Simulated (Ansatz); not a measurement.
Bands of AgBr

```yaml
crystal:
  lattice:
    - [0.00000, 2.88605, 2.88605]
    - [2.88605, 0.00000, 2.88605]
    - [2.88605, 2.88605, 0.00000]
  atoms:
    - { symbol: Ag, position: [0.50000, 0.50000, 0.50000] }
    - { symbol: Br, position: [0.00000, 0.00000, 0.00000] }
```

Atom numbers follow the list: Ag1, Br2.

The geometry is COD entry 9011682, unchecked; take it as a test cell.

These are results of Ansatz 0.2.0, DFT, LDA, all-electron LAPW, scalar-relativistic, not measurements.

Sampling and basis: a Γ-centred 7×7×7 k mesh, Fermi–Dirac smearing of 0.03 eV, basis error target 0.5 meV/atom, no spin polarisation.

Points in fractions of the reciprocal vectors of this cell: Γ (0, 0, 0), X (0.5, 0, 0.5), U (0.625, 0.25, 0.625), K (0.375, 0.375, 0.75), L (0.5, 0.5, 0.5), W (0.5, 0.25, 0.75). The path joins them by straight lines in the order Γ–X–U–K–Γ–L–W–X; legs that retrace an earlier one aren't tabulated. Energies are in eV from the top of the valence band.

(1) Metal or insulator at this level of theory?

(2) Tabulate bands 19 to 25, counted from the lowest band of the run, along the path.

Answers

(1) An insulator or semiconductor: gap 0.38 eV, indirect from L (0.5, 0.5, 0.5) to Γ (so small a gap may close at points that the mesh and path miss).

(2) 
```json
{"k (1/Å)": "0.00", "point": "Γ", "band 19": "-2.79", "band 20": "-1.87", "band 21": "-1.87", "band 22": "-1.87", "band 23": "0.38", "band 24": "9.85", "band 25": "9.85"}
{"k (1/Å)": "0.16", "point": "", "band 19": "-2.78", "band 20": "-1.84", "band 21": "-1.84", "band 22": "-1.80", "band 23": "0.86", "band 24": "9.29", "band 25": "9.60"}
{"k (1/Å)": "0.31", "point": "", "band 19": "-2.76", "band 20": "-1.79", "band 21": "-1.79", "band 22": "-1.72", "band 23": "1.90", "band 24": "8.11", "band 25": "8.56"}
{"k (1/Å)": "0.47", "point": "", "band 19": "-2.73", "band 20": "-1.80", "band 21": "-1.80", "band 22": "-1.69", "band 23": "2.88", "band 24": "6.72", "band 25": "7.96"}
{"k (1/Å)": "0.62", "point": "", "band 19": "-2.69", "band 20": "-1.89", "band 21": "-1.89", "band 22": "-1.72", "band 23": "2.91", "band 24": "6.62", "band 25": "7.51"}
{"k (1/Å)": "0.78", "point": "", "band 19": "-2.66", "band 20": "-2.07", "band 21": "-2.07", "band 22": "-1.88", "band 23": "2.17", "band 24": "7.20", "band 25": "7.53"}
{"k (1/Å)": "0.93", "point": "", "band 19": "-2.64", "band 20": "-2.27", "band 21": "-2.27", "band 22": "-2.14", "band 23": "1.58", "band 24": "7.02", "band 25": "8.41"}
{"k (1/Å)": "1.09", "point": "X", "band 19": "-2.63", "band 20": "-2.38", "band 21": "-2.38", "band 22": "-2.30", "band 23": "1.38", "band 24": "6.96", "band 25": "8.76"}
{"k (1/Å)": "1.14", "point": "", "band 19": "-2.49", "band 20": "-2.38", "band 21": "-2.38", "band 22": "-2.28", "band 23": "1.42", "band 24": "6.96", "band 25": "8.74"}
{"k (1/Å)": "1.20", "point": "", "band 19": "-2.38", "band 20": "-2.36", "band 21": "-2.29", "band 22": "-2.22", "band 23": "1.52", "band 24": "6.96", "band 25": "8.68"}
{"k (1/Å)": "1.25", "point": "", "band 19": "-2.39", "band 20": "-2.35", "band 21": "-2.17", "band 22": "-2.08", "band 23": "1.69", "band 24": "6.96", "band 25": "8.59"}
{"k (1/Å)": "1.31", "point": "", "band 19": "-2.40", "band 20": "-2.32", "band 21": "-2.12", "band 22": "-1.86", "band 23": "1.92", "band 24": "6.94", "band 25": "8.47"}
{"k (1/Å)": "1.36", "point": "", "band 19": "-2.40", "band 20": "-2.29", "band 21": "-2.08", "band 22": "-1.64", "band 23": "2.17", "band 24": "6.89", "band 25": "8.33"}
{"k (1/Å)": "1.42", "point": "", "band 19": "-2.42", "band 20": "-2.25", "band 21": "-2.05", "band 22": "-1.42", "band 23": "2.45", "band 24": "6.80", "band 25": "8.17"}
{"k (1/Å)": "1.47", "point": "U", "band 19": "-2.43", "band 20": "-2.21", "band 21": "-2.03", "band 22": "-1.20", "band 23": "2.75", "band 24": "6.66", "band 25": "8.01"}
{"k (1/Å)": "1.57", "point": "", "band 19": "-2.43", "band 20": "-2.20", "band 21": "-2.01", "band 22": "-1.14", "band 23": "3.00", "band 24": "6.56", "band 25": "7.89"}
{"k (1/Å)": "1.66", "point": "", "band 19": "-2.44", "band 20": "-2.21", "band 21": "-1.95", "band 22": "-1.16", "band 23": "3.37", "band 24": "6.38", "band 25": "7.72"}
{"k (1/Å)": "1.76", "point": "", "band 19": "-2.45", "band 20": "-2.23", "band 21": "-1.90", "band 22": "-1.21", "band 23": "3.69", "band 24": "6.16", "band 25": "7.60"}
{"k (1/Å)": "1.85", "point": "", "band 19": "-2.45", "band 20": "-2.23", "band 21": "-1.90", "band 22": "-1.21", "band 23": "3.69", "band 24": "6.16", "band 25": "7.60"}
{"k (1/Å)": "1.95", "point": "", "band 19": "-2.44", "band 20": "-2.21", "band 21": "-1.95", "band 22": "-1.16", "band 23": "3.37", "band 24": "6.38", "band 25": "7.72"}
{"k (1/Å)": "2.04", "point": "", "band 19": "-2.43", "band 20": "-2.20", "band 21": "-2.01", "band 22": "-1.14", "band 23": "3.00", "band 24": "6.56", "band 25": "7.89"}
{"k (1/Å)": "2.14", "point": "K", "band 19": "-2.43", "band 20": "-2.21", "band 21": "-2.03", "band 22": "-1.20", "band 23": "2.75", "band 24": "6.66", "band 25": "8.01"}
{"k (1/Å)": "2.30", "point": "", "band 19": "-2.48", "band 20": "-2.06", "band 21": "-2.01", "band 22": "-0.58", "band 23": "3.68", "band 24": "5.98", "band 25": "7.56"}
{"k (1/Å)": "2.47", "point": "", "band 19": "-2.50", "band 20": "-2.02", "band 21": "-1.91", "band 22": "-0.17", "band 23": "4.63", "band 24": "5.07", "band 25": "7.26"}
{"k (1/Å)": "2.63", "point": "", "band 19": "-2.52", "band 20": "-2.05", "band 21": "-1.79", "band 22": "-0.10", "band 23": "4.06", "band 24": "5.69", "band 25": "7.23"}
{"k (1/Å)": "2.80", "point": "", "band 19": "-2.59", "band 20": "-2.10", "band 21": "-1.75", "band 22": "-0.40", "band 23": "3.00", "band 24": "6.89", "band 25": "7.51"}
{"k (1/Å)": "2.96", "point": "", "band 19": "-2.68", "band 20": "-2.13", "band 21": "-1.77", "band 22": "-0.94", "band 23": "1.90", "band 24": "8.14", "band 25": "8.22"}
{"k (1/Å)": "3.13", "point": "", "band 19": "-2.76", "band 20": "-2.04", "band 21": "-1.84", "band 22": "-1.53", "band 23": "0.88", "band 24": "9.05", "band 25": "9.41"}
{"k (1/Å)": "3.29", "point": "Γ", "band 19": "-2.79", "band 20": "-1.87", "band 21": "-1.87", "band 22": "-1.87", "band 23": "0.38", "band 24": "9.85", "band 25": "9.85"}
{"k (1/Å)": "3.43", "point": "", "band 19": "-2.77", "band 20": "-2.09", "band 21": "-1.69", "band 22": "-1.69", "band 23": "0.73", "band 24": "9.17", "band 25": "9.76"}
{"k (1/Å)": "3.56", "point": "", "band 19": "-2.73", "band 20": "-2.31", "band 21": "-1.33", "band 22": "-1.33", "band 23": "1.46", "band 24": "8.20", "band 25": "9.24"}
{"k (1/Å)": "3.70", "point": "", "band 19": "-2.67", "band 20": "-2.33", "band 21": "-0.94", "band 22": "-0.94", "band 23": "2.26", "band 24": "7.33", "band 25": "8.45"}
{"k (1/Å)": "3.83", "point": "", "band 19": "-2.60", "band 20": "-2.29", "band 21": "-0.58", "band 22": "-0.58", "band 23": "2.95", "band 24": "6.68", "band 25": "7.71"}
{"k (1/Å)": "3.97", "point": "", "band 19": "-2.54", "band 20": "-2.22", "band 21": "-0.27", "band 22": "-0.27", "band 23": "3.37", "band 24": "6.34", "band 25": "7.13"}
{"k (1/Å)": "4.10", "point": "", "band 19": "-2.50", "band 20": "-2.17", "band 21": "-0.07", "band 22": "-0.07", "band 23": "3.52", "band 24": "6.26", "band 25": "6.75"}
{"k (1/Å)": "4.24", "point": "L", "band 19": "-2.48", "band 20": "-2.15", "band 21": "0.00", "band 22": "0.00", "band 23": "3.54", "band 24": "6.27", "band 25": "6.61"}
{"k (1/Å)": "4.35", "point": "", "band 19": "-2.48", "band 20": "-2.15", "band 21": "-0.15", "band 22": "-0.05", "band 23": "3.72", "band 24": "5.72", "band 25": "6.71"}
{"k (1/Å)": "4.46", "point": "", "band 19": "-2.48", "band 20": "-2.17", "band 21": "-0.53", "band 22": "-0.21", "band 23": "4.17", "band 24": "5.06", "band 25": "7.00"}
{"k (1/Å)": "4.57", "point": "", "band 19": "-2.48", "band 20": "-2.19", "band 21": "-0.98", "band 22": "-0.46", "band 23": "4.50", "band 24": "4.75", "band 25": "7.42"}
{"k (1/Å)": "4.68", "point": "", "band 19": "-2.47", "band 20": "-2.21", "band 21": "-1.42", "band 22": "-0.78", "band 23": "4.08", "band 24": "5.36", "band 25": "7.70"}
{"k (1/Å)": "4.79", "point": "", "band 19": "-2.46", "band 20": "-2.23", "band 21": "-1.81", "band 22": "-1.13", "band 23": "3.79", "band 24": "5.97", "band 25": "7.61"}
{"k (1/Å)": "4.90", "point": "", "band 19": "-2.42", "band 20": "-2.25", "band 21": "-2.11", "band 22": "-1.43", "band 23": "3.63", "band 24": "6.55", "band 25": "7.53"}
{"k (1/Å)": "5.01", "point": "W", "band 19": "-2.38", "band 20": "-2.27", "band 21": "-2.27", "band 22": "-1.55", "band 23": "3.58", "band 24": "6.91", "band 25": "7.50"}
{"k (1/Å)": "5.08", "point": "", "band 19": "-2.38", "band 20": "-2.29", "band 21": "-2.27", "band 22": "-1.57", "band 23": "3.39", "band 24": "7.14", "band 25": "7.32"}
{"k (1/Å)": "5.16", "point": "", "band 19": "-2.38", "band 20": "-2.34", "band 21": "-2.29", "band 22": "-1.62", "band 23": "2.97", "band 24": "7.17", "band 25": "7.71"}
{"k (1/Å)": "5.24", "point": "", "band 19": "-2.39", "band 20": "-2.38", "band 21": "-2.31", "band 22": "-1.71", "band 23": "2.48", "band 24": "7.07", "band 25": "8.21"}
{"k (1/Å)": "5.32", "point": "", "band 19": "-2.39", "band 20": "-2.38", "band 21": "-2.34", "band 22": "-1.86", "band 23": "2.03", "band 24": "7.01", "band 25": "8.43"}
{"k (1/Å)": "5.40", "point": "", "band 19": "-2.41", "band 20": "-2.38", "band 21": "-2.36", "band 22": "-2.05", "band 23": "1.67", "band 24": "6.98", "band 25": "8.61"}
{"k (1/Å)": "5.47", "point": "", "band 19": "-2.47", "band 20": "-2.38", "band 21": "-2.37", "band 22": "-2.24", "band 23": "1.45", "band 24": "6.96", "band 25": "8.72"}
{"k (1/Å)": "5.55", "point": "X", "band 19": "-2.63", "band 20": "-2.38", "band 21": "-2.38", "band 22": "-2.30", "band 23": "1.38", "band 24": "6.96", "band 25": "8.76"}
```
